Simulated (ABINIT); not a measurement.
# BN (F-43m) in ABINIT: relaxation of cell and atoms with PBE

Aim: the relaxation of cell and atoms of BN with PBE.

All numbers are computed with ABINIT 10.8.3 (patched build); they aren't measurements. Logs are shortened: lines on timing, memory, paths and dates and some standing lists are left out, and cuts for length are marked. The log counts tension as positive stress, the text compression.

### 1 The crystal as given

The structure is cubic, space group F-43m (No. 216). The conventional cell has a = 3.626 Å, b = 3.626 Å, c = 3.626 Å, α = 90.00°, β = 90.00°, γ = 90.00°. N (site symmetry -43m) is surrounded by 4 B at 1.57 Å. B (site symmetry -43m) is surrounded by 4 N at 1.57 Å.

The cell is a database's computed one.

### 2 Relaxation of cell and atoms, PBE, target pressure 30 GPa, at which the enthalpy is minimised

File run.abi:

```
pp_dirpath "./"
pseudos "N.GGA_PBE-JTH.xml, B.GGA_PBE-JTH.xml"

acell 3*1.0
rprim
     0.0000000000     3.4260753537     3.4260753537
     3.4260753537     0.0000000000     3.4260753537
     3.4260753537     3.4260753537     0.0000000000
ntypat 2
znucl 7 5
natom 2
typat 1 2
xcart
     0.9065005000     0.9065005000     0.9065005000
     0.0000000000     0.0000000000     0.0000000000 Angstrom
chkprim 0
chksymtnons 0
tolsym 1.0e-6

ecut 707.496042 eV
pawecutdg 48.0
pawxcdev 0
pawovlp -1

kptopt 1
ngkpt 13 13 13
nshiftk 1
shiftk 0.0 0.0 0.0

ixc 11

nband 8
occopt 3
tsmear 0.05 eV

nstep 100
tolvrs 1.0e-9

iomode 3
prtwf 0
prtden 0
prteig 0
prtebands 0
enunit 2

ionmov 2
ntime 60
tolmxf 5.0e-5
optcell 2
dilatmx 1.08
ecutsm 0.5
strtarget 3*-1.019679e-03 3*0.0
```

Potentials or basis: JTH PAW PBE v2.0.

Started as:

```console
> abinit run.abi > log 2>&1
```

run.abo:

```text
.Version 10.8.3 of ABINIT
 Symmetries : space group F-4 3 m (#216); Bravais cF (face-center cubic)
================================================================================
 Values of the parameters that define the memory need of the present run
     intxc =       0    ionmov =       2      iscf =      17    lmnmax =       8
     lnmax =       4     mgfft =      27  mpssoang =       2    mqgrid =    3001
     natom =       2  nloc_mem =       2    nspden =       1   nspinor =       1
    nsppol =       1      nsym =      24    n1xccc =       1    ntypat =       2
    occopt =       3   xclevel =       2
       mpw =         654          nfft =       19683          nkpt =          84
 PAW method is used; the additional fine FFT grid is defined by:
   mgfftf=        36    nfftf =     46656
================================================================================
================================================================================

--------------------------------------------------------------------------------
------------- Echo of variables that govern the present computation ------------
--------------------------------------------------------------------------------
 -outvars: echo values of preprocessed input variables --------
            acell      1.0000000000E+00  1.0000000000E+00  1.0000000000E+00 Bohr
              amu      1.40067400E+01  1.08110000E+01
          chkprim           0
      chksymtnons           0
          dilatmx      1.08000000E+00
             ecut      2.60000000E+01 Hartree
           ecutsm      5.00000000E-01 Hartree
           enunit           2
           ionmov           2
                       outvar_i_n : Printing only first  50 k-points.
              ixc          11
                       outvar_i_n : Printing only first  50 k-points.
         kptrlatt       13    0    0      0   13    0      0    0   13
          kptrlen      6.29876290E+01
            natom           2
            nband           8
            ngfft          27      27      27
          ngfftdg          36      36      36
             nkpt          84
            nstep         100
             nsym          24
            ntime          60
           ntypat           2
                       prtocc : prtvol=0, do not print more k-points.
           occopt           3
          optcell           2
        pawecutdg      4.80000000E+01 Hartree
          pawovlp     -1.0000000000E+00
         pawxcdev           0
           prtden           0
        prtebands           0
           prteig           0
            prtwf           0
            rprim      0.0000000000E+00  3.4260753537E+00  3.4260753537E+00
                       3.4260753537E+00  0.0000000000E+00  3.4260753537E+00
                       3.4260753537E+00  3.4260753537E+00  0.0000000000E+00
          spgroup         216
        strtarget     -1.01967900E-03 -1.01967900E-03 -1.01967900E-03
                       0.00000000E+00  0.00000000E+00  0.00000000E+00
           tolsym      1.00000000E-06
           tolvrs      1.00000000E-09
           tsmear      1.83746611E-03 Hartree
            typat      1  2
           useylm           1
                       outvars : Printing only first  50 k-points.
           xangst      9.0650050000E-01  9.0650050000E-01  9.0650050000E-01
                       6.0774285567E-10  6.0774285567E-10  6.0774285567E-10
            xcart      1.7130376780E+00  1.7130376780E+00  1.7130376780E+00
                       1.1484675522E-09  1.1484675522E-09  1.1484675522E-09
             xred      2.5000000017E-01  2.5000000017E-01  2.5000000017E-01
                       1.6760687283E-10  1.6760687283E-10  1.6760687283E-10
            znucl        7.00000    5.00000

================================================================================

 chkinp: Checking input parameters for consistency.

================================================================================
== DATASET  1 ==================================================================

--- !DatasetInfo
iteration_state: {dtset: 1, }
dimensions: {natom: 2, nkpt: 84, mband: 8, nsppol: 1, nspinor: 1, nspden: 1, mpw: 654, }
cutoff_energies: {ecut:  26.0, pawecutdg:  48.0, }
electrons: {nelect:   8.00000000E+00, charge:   0.00000000E+00, occopt:   3.00000000E+00, tsmear:   1.83746611E-03, }
meta: {optdriver: 0, ionmov: 2, optcell: 2, iscf: 17, paral_kgb: 0, }
...

 Exchange-correlation functional for the present dataset will be:
  GGA: Perdew-Burke-Ernzerhof functional - ixc=11
  J.P.Perdew, K.Burke, M.Ernzerhof, PRL 77, 3865 (1996)

 Real(R)+Recip(G) space primitive vectors, cartesian coordinates (Bohr,Bohr^-1):
 R(1)=  0.0000000  3.4260754  3.4260754  G(1)= -0.1459396  0.1459396  0.1459396
 R(2)=  3.4260754  0.0000000  3.4260754  G(2)=  0.1459396 -0.1459396  0.1459396
 R(3)=  3.4260754  3.4260754  0.0000000  G(3)=  0.1459396  0.1459396 -0.1459396
 Unit cell volume ucvol=  8.0430492E+01 bohr^3
 Angles (23,13,12)=  6.00000000E+01  6.00000000E+01  6.00000000E+01 degrees

 Coarse grid specifications (used for wave-functions):

 getcut: wavevector=  0.0000  0.0000  0.0000  ngfft=  27  27  27
         ecut(hartree)=     30.326   => boxcut(ratio)=   2.16784

 Fine grid specifications (used for densities):

 getcut: wavevector=  0.0000  0.0000  0.0000  ngfft=  36  36  36
         ecut(hartree)=     55.987   => boxcut(ratio)=   2.20588
[... 207 lines left out ...]
  0.00000000000000E+00  3.32024791707771E+00  3.32024791707771E+00
  3.32024791707771E+00  0.00000000000000E+00  3.32024791707771E+00
  3.32024791707771E+00  3.32024791707771E+00  0.00000000000000E+00
 Unitary Cell Volume (ucvol) [Bohr^3]=  7.32051330715553E+01
 Angles (23,13,12)= [degrees]
  6.00000000000000E+01  6.00000000000000E+01  6.00000000000000E+01
 Lengths [Bohr]
  4.69553963477232E+00  4.69553963477232E+00  4.69553963477232E+00
 Stress tensor in cartesian coordinates (strten) [Ha/bohr^3]
 -1.40053629117038E-03  0.00000000000000E+00  0.00000000000000E+00
  0.00000000000000E+00 -1.40053629117038E-03  0.00000000000000E+00
  0.00000000000000E+00  0.00000000000000E+00 -1.40053629117038E-03
 Total energy (etotal) [Ha]= -1.29739686858662E+01

 Difference of energy with previous step (new-old):
           Absolute (Ha)= 4.65186E-03
           Relative     = 3.58489E-04

--- Iteration: ( 3/60) Internal Cycle: (1/1)
--------------------------------------------------------------------------------

---SELF-CONSISTENT-FIELD CONVERGENCE--------------------------------------------
[... 76 lines left out ...]
  0.00000000000000E+00  3.34690283873605E+00  3.34690283873605E+00
  3.34690283873605E+00  0.00000000000000E+00  3.34690283873605E+00
  3.34690283873605E+00  3.34690283873605E+00  0.00000000000000E+00
 Unitary Cell Volume (ucvol) [Bohr^3]=  7.49823953942721E+01
 Angles (23,13,12)= [degrees]
  6.00000000000000E+01  6.00000000000000E+01  6.00000000000000E+01
 Lengths [Bohr]
  4.73323538648553E+00  4.73323538648553E+00  4.73323538648553E+00
 Stress tensor in cartesian coordinates (strten) [Ha/bohr^3]
 -9.96533444128152E-04  0.00000000000000E+00  0.00000000000000E+00
  0.00000000000000E+00 -9.96533444128152E-04  0.00000000000000E+00
  0.00000000000000E+00  0.00000000000000E+00 -9.96533444128150E-04
 Total energy (etotal) [Ha]= -1.29760907826939E+01

 Difference of energy with previous step (new-old):
           Absolute (Ha)=-2.12210E-03
           Relative     =-1.63552E-04

--- Iteration: ( 4/60) Internal Cycle: (1/1)
--------------------------------------------------------------------------------

---SELF-CONSISTENT-FIELD CONVERGENCE--------------------------------------------
[... 74 lines left out ...]
  0.00000000000000E+00  3.34534086135930E+00  3.34534086135930E+00
  3.34534086135930E+00  0.00000000000000E+00  3.34534086135930E+00
  3.34534086135930E+00  3.34534086135930E+00  0.00000000000000E+00
 Unitary Cell Volume (ucvol) [Bohr^3]=  7.48774630195663E+01
 Angles (23,13,12)= [degrees]
  6.00000000000000E+01  6.00000000000000E+01  6.00000000000000E+01
 Lengths [Bohr]
  4.73102641689522E+00  4.73102641689522E+00  4.73102641689522E+00
 Stress tensor in cartesian coordinates (strten) [Ha/bohr^3]
 -1.01920716919152E-03  0.00000000000000E+00  0.00000000000000E+00
  0.00000000000000E+00 -1.01920716919152E-03  0.00000000000000E+00
  0.00000000000000E+00  0.00000000000000E+00 -1.01920716919152E-03
 Total energy (etotal) [Ha]= -1.29759850253805E+01

 Difference of energy with previous step (new-old):
           Absolute (Ha)= 1.05757E-04
           Relative     = 8.15020E-06

 At Broyd/MD step   4, gradients are converged :
  max grad (force/stress) = 4.7183E-05 < tolmxf= 5.0000E-05 ha/bohr (free atoms)

================================================================================

 ----iterations are completed or convergence reached----

 Mean square residual over all n,k,spin=   21.181E-15; max=  13.538E-13
 reduced coordinates (array xred) for    2 atoms
       0.250000000168      0.250000000168      0.250000000168
       0.000000000168      0.000000000168      0.000000000168
 rms dE/dt=  4.7600E-29; max dE/dt=  6.7316E-29; dE/dt below (all hartree)
    1       0.000000000000      0.000000000000     -0.000000000000
    2       0.000000000000      0.000000000000      0.000000000000

 cartesian coordinates (angstrom) at end:
    1      0.88513907325991     0.88513907325991     0.88513907325991
    2      0.00000000059342     0.00000000059342     0.00000000059342

 cartesian forces (hartree/bohr) at end:
    1      0.00000000000000     0.00000000000000    -0.00000000000000
    2     -0.00000000000000    -0.00000000000000     0.00000000000000
 frms,max,avg= 9.6328432E-30 1.5091765E-29   0.000E+00  0.000E+00  0.000E+00 h/b

 cartesian forces (eV/Angstrom) at end:
    1      0.00000000000000     0.00000000000000    -0.00000000000000
    2     -0.00000000000000    -0.00000000000000     0.00000000000000
 frms,max,avg= 4.9534072E-28 7.7604976E-28   0.000E+00  0.000E+00  0.000E+00 e/A
 length scales=  4.731026416895  4.731026416895  4.731026416895 bohr
              =  2.503551362303  2.503551362303  2.503551362303 angstroms
 Fermi (or HOMO) energy (hartree) =   0.40830   Average Vxc (hartree)=  -0.48212
 Eigenvalues (hartree) for nkpt=  84  k points:
 kpt#   1, nband=  8, wtk=  0.00046, kpt=  0.0000  0.0000  0.0000 (reduced coord)
  -0.41972    0.35098    0.35098    0.35098    0.68533    0.68533    0.68533    0.76855
      occupation numbers for kpt#   1
   2.00000    2.00000    2.00000    2.00000    0.00000    0.00000    0.00000    0.00000
 prteigrs : prtvol=0 or 1, do not print more k-points.

 Fermi (or HOMO) energy (eV) =  11.11054   Average Vxc (eV)= -13.11903
 Eigenvalues (   eV  ) for nkpt=  84  k points:
 kpt#   1, nband=  8, wtk=  0.00046, kpt=  0.0000  0.0000  0.0000 (reduced coord)
 -11.42113    9.55058    9.55058    9.55058   18.64872   18.64872   18.64872   20.91322
 prteigrs : prtvol=0 or 1, do not print more k-points.

--- !EnergyTerms
iteration_state     : {dtset: 1, itime: 4, icycle: 1, }
comment             : Components of total free energy in Hartree
kinetic             :  8.09965557267218E+00
hartree             :  1.75193724350274E+00
xc                  : -3.95294104965610E+00
Ewald energy        : -1.34473135233515E+01
psp_core            :  7.78707084936820E-01
local_psp           : -7.59513551617884E+00
PAW spherical_terms :  1.38910670108401E+00
internal            : -1.29759834869907E+01
'-kT*entropy'       :  6.26635405992691E-16
total_energy        : -1.29759834869907E+01
total_energy_eV     : -3.53094498585976E+02
...

--- !EnergyTermsDC
iteration_state     : {dtset: 1, itime: 4, icycle: 1, }
comment             : '"Double-counting" decomposition of free energy'
band_energy         :  3.95005274403276E-01
Ewald energy        : -1.34473135233515E+01
psp_core            :  7.78707084936820E-01
xc_dc               : -9.40826387416742E-01
PAW spherical_terms :  2.38442526047659E-01
internal            : -1.29759850253805E+01
'-kT*entropy'       :  6.26635405992691E-16
total_energy_dc     : -1.29759850253805E+01
total_energy_dc_eV  : -3.53094540447695E+02
...

--- !EnergyTermsWithPAWCore
iteration_state     : {dtset: 1, itime: 4, icycle: 1, }
comment             : 'Components of total free energy, including PAW core contributions'
Total energy        : -7.96947374066412E+01
Total energy DC     : -7.96947389450310E+01
Total energy (eV)   : -2.16860428134414E+03
Total energy DC (eV): -2.16860432320586E+03
...

 Cartesian components of stress tensor (hartree/bohr^3)
  sigma(1 1)= -1.01920717E-03  sigma(3 2)=  0.00000000E+00
  sigma(2 2)= -1.01920717E-03  sigma(3 1)=  0.00000000E+00
  sigma(3 3)= -1.01920717E-03  sigma(2 1)=  0.00000000E+00

-Cartesian components of stress tensor (GPa)         [Pressure=  2.9986E+01 GPa]
- sigma(1 1)= -2.99861102E+01  sigma(3 2)=  0.00000000E+00
- sigma(2 2)= -2.99861102E+01  sigma(3 1)=  0.00000000E+00
- sigma(3 3)= -2.99861102E+01  sigma(2 1)=  0.00000000E+00

== END DATASET(S) ==============================================================
================================================================================

 -outvars: echo values of variables after computation  --------
            acell      4.7310264169E+00  4.7310264169E+00  4.7310264169E+00 Bohr
           etotal     -1.2975985025E+01
            fcart      5.0305883144E-30  5.0305883144E-30 -1.5091764943E-29
                      -5.0305883144E-30 -5.0305883144E-30  1.5091764943E-29
            rprim      0.0000000000E+00  7.0710678119E-01  7.0710678119E-01
                       7.0710678119E-01  0.0000000000E+00  7.0710678119E-01
                       7.0710678119E-01  7.0710678119E-01  0.0000000000E+00
           strten     -1.0192071692E-03 -1.0192071692E-03 -1.0192071692E-03
                       0.0000000000E+00  0.0000000000E+00  0.0000000000E+00
           xangst      8.8513907326E-01  8.8513907326E-01  8.8513907326E-01
                       5.9342156794E-10  5.9342156794E-10  5.9342156794E-10
             xred      2.5000000017E-01  2.5000000017E-01  2.5000000017E-01
                       1.6760687283E-10  1.6760687283E-10  1.6760687283E-10
 Calculation completed.
```

Run time: 47 s. Hardware: 1 thread of Arm Neoverse V1, shared host; peak memory 0.1 GiB.

What came out:

```yaml
Free_energy: -353.0945 eV
Relaxed_volume: 5.55 Å³/atom
Relaxed_cell: a = 2.504 Å, b = 2.504 Å, c = 2.504 Å, α = 60.00°, β = 60.00°, γ = 60.00°
Space_group_after_relaxing_to_0.05_Å: F-43m (No. 216)
Energy_change_on_relaxing_the_enthalpy_is_what_falls: +35.9 meV/atom
Ionic_steps: 4
Pressure_after_relaxing: 30.0 GPa
Band_gap_on_the_k_mesh: 4.60 eV, indirect (least direct gap 9.10 eV)
```

The path:
```csv
step,energy change (eV),largest force (eV/Å),pressure (GPa),volume (Å³)
1,0.0000,0.0000,-0.29,11.92
2,0.1266,0.0000,41.21,10.85
3,0.0688,0.0000,29.32,11.11
4,0.0717,0.0000,29.99,11.10
```

Final structure:
```xyz
2
Lattice="0.0000 1.7703 1.7703 1.7703 0.0000 1.7703 1.7703 1.7703 0.0000" Properties=species:S:1:pos:R:3 pbc="T T T"
N     0.8851    0.8851    0.8851
B     0.0000    0.0000    0.0000
```

Levels at points of the mesh, in eV from the valence-band top:
```
           k point  band 2  band 3  band 4  band 5  band 6  band 7
(0.00, 0.00, 0.00)    0.00    0.00    0.00    9.10    9.10    9.10
```

Caveat: an odd mesh through Γ misses points on the zone boundary, where band edges often lie; the atomic spheres overlap.
